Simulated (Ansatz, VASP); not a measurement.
# Fe in VASP and in Ansatz

INCAR

```
SYSTEM = Fe
ALGO = Normal
EDIFF = 1E-7
ENCUT = 520
GGA = PE
ISIF = 2
ISMEAR = 0
ISPIN = 2
LASPH = .True.
LCHARG = .False.
LMAXMIX = 4
LORBIT = 11
LREAL = .False.
LWAVE = .False.
MAGMOM = 2.44
NBANDS = 14
NELM = 150
PREC = Accurate
SIGMA = 0.15
```

Contents of KPOINTS:

```
k-points
0
Gamma
  10 10 10
  0 0 0
```

Contents of POSCAR:

```
Fe
1.0
   -1.4677340298      1.4157750842      1.4487626437
    1.4677340298     -1.4157750842      1.4487626437
    1.4677340298      1.4157750842     -1.4487626437
Fe
1
Direct
    0.0000000000      0.0000000000      0.0000000000
```

Input for Ansatz:

```yaml
crystal:
  lattice:
    - [-1.4677340298, 1.4157750842, 1.4487626437]
    - [1.4677340298, -1.4157750842, 1.4487626437]
    - [1.4677340298, 1.4157750842, -1.4487626437]
  atoms:
    - { symbol: Fe, position: [0.0, 0.0, 0.0], spin: 2.44 }
basis:
  ecutwfc: 520.0
kpoints:
  mp_grid: { grid: [10, 10, 10] }
hamiltonian:
  xc: pbe
scf:
  occupations: { method: gaussian, width: 0.15 }
output:
  forces: true
  stress: true
  eigenvalues: true
  populations: true
magnetization:
  spin_polarized: true
```

Change from the starting cell: normal strain along x +0.0367, normal strain along z +0.0233.

Alike in both runs: task single point; functional PBE; k mesh 10 × 10 × 10; occupations gaussian, width 0.15 eV; collinear spin.

```csv
,VASP,Ansatz
version,VASP 6.6.1,Ansatz 0.2.0
potentials or method,"VASP PAW PBE potentials, release 64 (Fe)","scalar-relativistic, plane waves, PAW"
plane-wave cutoff (eV),520,520
valence electrons in the cell,8,16
```

|  | VASP | Ansatz | Ansatz less VASP |
| --- | --- | --- | --- |
| gap on the k mesh at the Fermi level (eV) | none | none | - |
| pressure (GPa) | -10.7 | -11.0 | -0.31 |
| largest component of the traceless stress (GPa) | 2.17 | 2.46 | +0.286 |
| net moment per atom (μB) | 2.22 | 2.19 | -0.029 |
| size of the moment on the site where the two differ most (μB) | 2.23 | 2.26 | +0.024 |

Site moments also hang on the region over which each program counts them. A gap of «none» marks a metal or a gap that the smearing closes. The two sets of potentials don't hold the same shells in valence.
